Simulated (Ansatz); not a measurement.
# CdTe: the cell at several levels of theory

Cell and atoms of CdTe built on the rocksalt prototype are relaxed in turn with PBE and r2SCAN. This is a trial cell built on a prototype, not taken from a measured structure, and it needn't be the compound's ground state.

Program: Ansatz 0.2.0. PAW datasets, plane waves, zero pressure. Values at 0 K without nuclear motion; spin polarisation is off, and the phase may be a hypothetical one.

## Step 1: The structure to begin with

It is cubic, Fm-3m (No. 225); a = 5.956 Å in the conventional setting, 26.41 Å³ an atom. Around Cd lie 6 Te at 2.98 Å; around Te lie 6 Cd at 2.98 Å.

Coordinates:

```
Cd Te
1.0
     0.00000    2.97792    2.97792
     2.97792    0.00000    2.97792
     2.97792    2.97792    0.00000
Cd Te
1 1
Cartesian
  0.0000 0.0000 0.0000
  2.9779 2.9779 2.9779
```

## Step 2: PBE: cell and atoms

input.yaml

```yaml
crystal:
  lattice:
    - [0.0, 2.977917, 2.977917]
    - [2.977917, 0.0, 2.977917]
    - [2.977917, 2.977917, 0.0]
  atoms:
    - { symbol: Cd, position: [0.0, 0.0, 0.0] }
    - { symbol: Te, position: [0.5, 0.5, 0.5] }
kpoints:
  mp_grid: { grid: [6, 6, 6] }
hamiltonian:
  xc: pbe
scf:
  occupations: { method: fermi_dirac, width: 0.02 }
relax:
  f_tol: 0.005
  cell: {}
output:
  write_density: true
  write_potential: true
  elf: true
  volumetric_format: npy
```

Run with:

```console
$ ansatz run input.yaml --threads 2 --pin off --max-ram 2211MiB --backend cpu --events-out ev --progress --plain --runs-dir out
```

The runs that follow: Relaxation with r2SCAN.

Before running it: what results should come out? Wanted: for each run, a; volume; space group; SCF geometries.

As calculated:

```
 level  a (Å)  volume (Å³/atom)  space group  SCF geometries
   PBE  6.131            28.809        Fm-3m               5
r2SCAN  6.089            28.215        Fm-3m               4
```

From the start to the first minimum the volume moved by +9.1 %. The volume runs from r2SCAN (least) to PBE (most), a spread of 2.1 %, or 0.7 % in length if all axes shared it alike.
